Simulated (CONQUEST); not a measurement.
# TiO2 (P4_2/mnm) in CONQUEST: single point with PBE

Aim: the single point of TiO2 with PBE.

All numbers are computed with CONQUEST 1.3; they aren't measurements. Logs are shortened: lines on timing, memory, paths and dates and some standing lists are left out, and cuts for length are marked.

### 1 The undisturbed crystal

It takes space group P4_2/mnm (No. 136, tetragonal). Conventional cell: a = 4.600 Å, b = 4.600 Å, c = 2.959 Å, α = 90.00°, β = 90.00°, γ = 90.00°. Ti (site symmetry mmm) has 6 O at 1.95 to 1.98 Å as nearest neighbours. Around O (site symmetry m2m) lie 3 Ti at 1.95 to 1.98 Å.

The cell is a database's computed one.

### 2 Single point, PBE (atoms moved at random, drawn with an rms of 0.05 Å)

Conquest_input reads:

```
IO.Title TiO2
IO.Coordinates coords.dat
IO.FractionalAtomicCoords T
IO.Iprint 2
IO.Iprint_init 1
General.NumberOfSpecies 2
General.PseudopotentialType hamann
AtomMove.TypeOfRun static
AtomMove.FullStress T
Grid.GridCutoff 300
DM.SolutionMethod diagon
Diag.MPMesh T
Diag.GammaCentred T
Diag.MPMeshX 9
Diag.MPMeshY 6
Diag.MPMeshZ 6
Diag.kT 0.00183747
minE.SCTolerance 1e-6
SC.MaxIters 100
IO.AtomChargeOutput T
%block ChemicalSpeciesLabel
1 47.880 Ti
2 16.000 O
%endblock
```

coords.dat reads:

```
    5.5921031727     0.0000000000     0.0000000000
    0.0000000000     8.6924327602     0.0000000000
    0.0000000000     0.0000000000     8.6924327602
6
  0.4974220000   0.0075740000   0.0071520000 1 T T T
  0.9965350000   0.5106150000   0.5081270000 1 T T T
  0.4963890000   0.3035420000   0.6934640000 2 T T T
  0.0048570000   0.8078500000   0.8107310000 2 T T T
  0.0070300000   0.1941590000   0.2044850000 2 T T T
  0.5098970000   0.7056660000   0.3009040000 2 T T T
```

Potentials or basis: PseudoDojo NC PBE, DZP, grid cutoff 300 Ha.

Run with:

```sh
> Conquest
```

What it wrote:

```text
Simulation cell dimensions:     5.5921 a0 x     8.6924 a0 x     8.6924 a0

      Atomic coordinates (a0)
         Atom         X         Y         Z  Species
            1    2.7816    0.0658    0.0622        1
            2    5.5727    4.4385    4.4169        1
            3    2.7759    2.6385    6.0279        2
            4    0.0272    7.0222    7.0472        2
            5    0.0393    1.6877    1.7775        2
            6    2.8514    6.1340    2.6156        2

         Monkhorst-Pack mesh:   9 x   6 x   6 gamma-centred
        This calculation includes non-local pseudopotentials,
         with a maximum core radius of      8.22691935

    Job title: TiO2
    Job to be run: static calculation

[... 5 lines left out ...]
      Using Fermi-Dirac smearing

    Integration grid size:     48 x   72 x   72

    Integration grid spacing:  0.117 a0 x 0.121 a0 x 0.121 a0

    Number of species:  2
    --------------------------------------------------------
    |   #  mass (au)  Charge (e)  SF Rad (a0)  NSF  Label  |
    --------------------------------------------------------
    |   1     47.880      12.000        8.451   19  Ti     |
    |   2     16.000       6.000        5.071   13  O      |
    --------------------------------------------------------
          SCF tolerance:                 0.00000100
          SCF iterations:               100

    The functional used will be GGA PBE96

           radial cut-off to be used is taken to be max PAO cut-off radius for this species:    8.226919

           greatest ang. mom. for making density from PAOs:  2

           radial cut-off to be used is taken to be max PAO cut-off radius for this species:    4.914330

           greatest ang. mom. for making density from PAOs:  2
    Minimum blocs/proc is     3888. Maximum blocs/proc is     3888
    set_atom_dens: In set_atomic_density, electrons :      48.000000000000
 matrix_size & matrix_size_padH =           90          90

    Screened ion int: energy:    -143.299318108726 Ha

    new_SC_potl: Starting.  Tolerance:  0.10000E-05

    PulayMixSC: Starting Pulay mixing, A_up =  0.500 A_dn =  0.500
    PulayMixSC: Spin non-polarised calculation.
          Harris-Foulkes Energy            :      -185.458368516307928 Ha
          (TS=0 as O(N) or entropic contribution is negligible)
          DFT Total Energy                 :      -184.406491497616798 Ha
          Total number of electrons        :        48.000000000001144
    PulayMixSC: Pulay iteration     1 residual:              0.10077E-01
          Harris-Foulkes Energy            :      -185.574131562193202 Ha
          GroundState Energy (E-(1/2)TS)   :      -185.574463424725650 Ha
          Free Energy (E-TS)               :      -185.574795287258098 Ha
          DFT Total Energy                 :      -180.839064638446871 Ha
          Total number of electrons        :        48.000006626063566
    PulayMixSC: Pulay iteration     2 residual:              0.20724E-01
          Harris-Foulkes Energy            :      -185.215569164639902 Ha
          (TS=0 as O(N) or entropic contribution is negligible)
          DFT Total Energy                 :      -184.978519213785518 Ha
          Total number of electrons        :        48.000007370349969
    PulayMixSC: Pulay iteration     3 residual:              0.43954E-02
          Harris-Foulkes Energy            :      -185.168922848984494 Ha
          (TS=0 as O(N) or entropic contribution is negligible)
          DFT Total Energy                 :      -185.101803018507638 Ha
          Total number of electrons        :        48.000009549963558
    PulayMixSC: Pulay iteration     4 residual:              0.24229E-02
          Harris-Foulkes Energy            :      -185.156294572364715 Ha
          (TS=0 as O(N) or entropic contribution is negligible)
          DFT Total Energy                 :      -185.137521754356101 Ha
          Total number of electrons        :        48.000011019521196
    PulayMixSC: Pulay iteration     5 residual:              0.12476E-02
          Harris-Foulkes Energy            :      -185.152716018271974 Ha
          (TS=0 as O(N) or entropic contribution is negligible)
          DFT Total Energy                 :      -185.149559625187976 Ha
          Total number of electrons        :        48.000012673523230
    PulayMixSC: Pulay iteration     6 residual:              0.47475E-03
          Harris-Foulkes Energy            :      -185.152171278085746 Ha
          (TS=0 as O(N) or entropic contribution is negligible)
          DFT Total Energy                 :      -185.152014915495869 Ha
          Total number of electrons        :        48.000013035281363
    PulayMixSC: Pulay iteration     7 residual:              0.12378E-03
          Harris-Foulkes Energy            :      -185.152162272404098 Ha
          (TS=0 as O(N) or entropic contribution is negligible)
          DFT Total Energy                 :      -185.152026144654371 Ha
          Total number of electrons        :        48.000013103825239
    PulayMixSC: Pulay iteration     8 residual:              0.10586E-03
          Harris-Foulkes Energy            :      -185.152135374177050 Ha
          (TS=0 as O(N) or entropic contribution is negligible)
          DFT Total Energy                 :      -185.152134458290391 Ha
          Total number of electrons        :        48.000013207206564
    PulayMixSC: Pulay iteration     9 residual:              0.14939E-04
          Harris-Foulkes Energy            :      -185.152135498509239 Ha
          (TS=0 as O(N) or entropic contribution is negligible)
          DFT Total Energy                 :      -185.152134591720539 Ha
          Total number of electrons        :        48.000013241710477
    PulayMixSC: Pulay iteration    10 residual:              0.97073E-05
          Harris-Foulkes Energy            :      -185.152135386902557 Ha
          (TS=0 as O(N) or entropic contribution is negligible)
          DFT Total Energy                 :      -185.152135071480359 Ha
          Total number of electrons        :        48.000013251565910
    PulayMixSC: Pulay iteration    11 residual:              0.50487E-05
          Harris-Foulkes Energy            :      -185.152135356478510 Ha
          (TS=0 as O(N) or entropic contribution is negligible)
          DFT Total Energy                 :      -185.152135240682355 Ha
          Total number of electrons        :        48.000013259929695
    PulayMixSC: Pulay iteration    12 residual:              0.28539E-05
          Harris-Foulkes Energy            :      -185.152135336332719 Ha
          (TS=0 as O(N) or entropic contribution is negligible)
          DFT Total Energy                 :      -185.152135328635779 Ha
          Total number of electrons        :        48.000013261281957
    PulayMixSC: Pulay iteration    13 residual:              0.10895E-05
          Harris-Foulkes Energy            :      -185.152135336892457 Ha
          (TS=0 as O(N) or entropic contribution is negligible)
          DFT Total Energy                 :      -185.152135327265768 Ha
          Total number of electrons        :        48.000013261779316
    PulayMixSC: Pulay iteration    14 residual:              0.88706E-06
    PulayMixSC: Reached SCF tolerance of  0.88706E-06 after     14 iterations
      | Number of electrons      =        48.000013
      |* band energy as 2Tr[K.H] =       -45.710715524540987 Ha
      |  screened ion-ion energy =      -143.299318108725572 Ha
      |  Ha correction           =        -0.139279145394514 Ha
      |  XC correction           =         3.997148949507708 Ha
      |* Harris-Foulkes energy   =      -185.152135336892457 Ha
      |* DFT total energy        =      -185.152135327265768 Ha
      |  estimated accuracy      =        -0.000000009626689 Ha

    force: Forces on atoms (Ha/a0)
    force:  Atom   X              Y              Z
    force:     1   0.0006847234   0.0024514850   0.0003745117
    force:     2  -0.0003608532  -0.0016945852  -0.0014084806
    force:     3   0.0050628103   0.0087111498  -0.0017854335
    force:     4  -0.0002274478  -0.0040512822  -0.0063600484
    force:     5  -0.0020239366   0.0073840252  -0.0023308297
    force:     6  -0.0032490491  -0.0127962886   0.0116753981

    force: Maximum force :        0.01279629(Ha/a0) on atom         6 in y direction
    force: Force Residual:        0.00955591 Ha/a0
    force: Total stress:         -6.48884889     0.54568190    -0.29187502 GPa
                             0.54568190    -5.75948121     0.14662720
                            -0.29187502     0.14662720    -5.93207686
    force: Average pressure:      6.06013565 GPa

    force: Finished force
    get_E_and_F: Change in energy during last step of electronic optimisation: -0.55974E-09

    BIBLIOGRAPHY: Please consider citing the following references in the conquest.bib file

    CONQUEST:         Bowler2002pt, Miyazaki2004, Nakata2020
    Basis:            Bowler2019
    DM:               Bowler:2006xr
    Pseudopotentials: Hamann2013, Bowler2019
    XC functional:    Perdew1996
```

It took 6.2 min on 1 thread of AMD EPYC 9R45 (Zen 5), shared host; peak memory 2.6 GiB.

What came out:

- Free energy: -5038.2463 eV
- Pressure: 6.1 GPa
- Largest force: 0.906 eV/Å
- Band gap on the k mesh: 1.66 eV, indirect (least direct gap 1.69 eV)
- Mulliken charges: Ti +1.83, +1.81; O -0.91, -0.90 e

Forces in eV/Å, atoms in the order of the input:
```
Ti   0.035  0.126  0.019
Ti  -0.019 -0.087 -0.072
O    0.260  0.448 -0.092
O   -0.012 -0.208 -0.327
O   -0.104  0.380 -0.120
O   -0.167 -0.658  0.600
```

Stress tensor (GPa, compression positive):
```
 6.49 -0.55  0.29
-0.55  5.76 -0.15
 0.29 -0.15  5.93
```

Levels at points of the mesh, in eV from the valence-band top:
```
           k point  band 22  band 23  band 24  band 25  band 26  band 27
(0.00, 0.00, 0.00)    -0.52    -0.50     0.00     1.69     1.98     2.26
(0.00, 0.00, 0.50)    -1.64    -0.79    -0.69     2.27     2.43     2.80
(0.00, 0.50, 0.00)    -1.71    -0.75    -0.72     2.26     2.42     2.84
(0.00, 0.50, 0.50)    -1.36    -1.19    -1.15     1.66     1.81     2.33
```

Caveat: Mulliken charges move with the basis; an odd mesh through Γ misses points on the zone boundary, where band edges often lie; the basis of atomic orbitals isn't converged, which shifts pressures, moduli and gaps.
